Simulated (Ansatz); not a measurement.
## Mg: enthalpy against pressure

Mg, I4/mmm, a = 3.644 Å, c = 3.396 Å. This isn't the element's structure at ambient conditions. Ansatz: PBEsol, PAW, 420 eV, Γ-centred 16×16×16 mesh on 1 atom, Gaussian smearing 0.10 eV; no spin polarisation. Cell and atoms are relaxed at each pressure, and no other structure is tried, so the rows at high pressure may lie past a change of phase. y is the enthalpy over the state at zero pressure; there V0 = 22.548 Å³/atom. The pressures are the targets, met within 0.03 GPa.

| P (GPa) | y (eV/atom) |
| --- | --- |
| -1.0 | -0.1426 |
| 0.0 | 0.0000 |
| 1.0 | 0.1387 |
| 4.0 | 0.5359 |
| 12.0 | ? |
| 25.0 | 2.8668 |
| 50.0 | 5.1388 |
| 90.0 | 8.2346 |

**Question.** Fit y = c1 P + c2 P² + c3 P³ to the other rows, say what c1 and c2 mean, and predict the missing value.

**Answer.** Least squares on the rows shown. y = 0.13161 P − 0.00074388 P² + 3.3138×10⁻⁶ P³. Since dH/dP = V, c1 is V0: 0.13161 eV/GPa × 160.2 = 21.084 Å³ against 22.548; c2 = −V0/(2B0) gives B0 = 88 GPa, where a Birch–Murnaghan fit to the volumes of the same runs (not shown) gives 36 GPa. The volume falls by 49 % over the range, most steeply at the start, which a cubic can't follow: here c1 isn't V0 and c2 doesn't give B0. Above P = −c2/(3 c3) = 75 GPa the cubic's slope, the volume, would rise with pressure, so the form fails there. With a term in P⁴ added, the coefficient of P becomes 0.1393, 6 % more, which shows how far this figure hangs on the form. At P = 12.0 the fit asked for gives 1.4779 eV/atom. The run gave 1.4948 eV/atom, so the fit is 0.0169 eV/atom too low, within twice the rms miss on the fitted rows (0.0111 eV/atom).

The mesh isn't the same in all rows (16×16×16, 18×18×18, 20×20×20).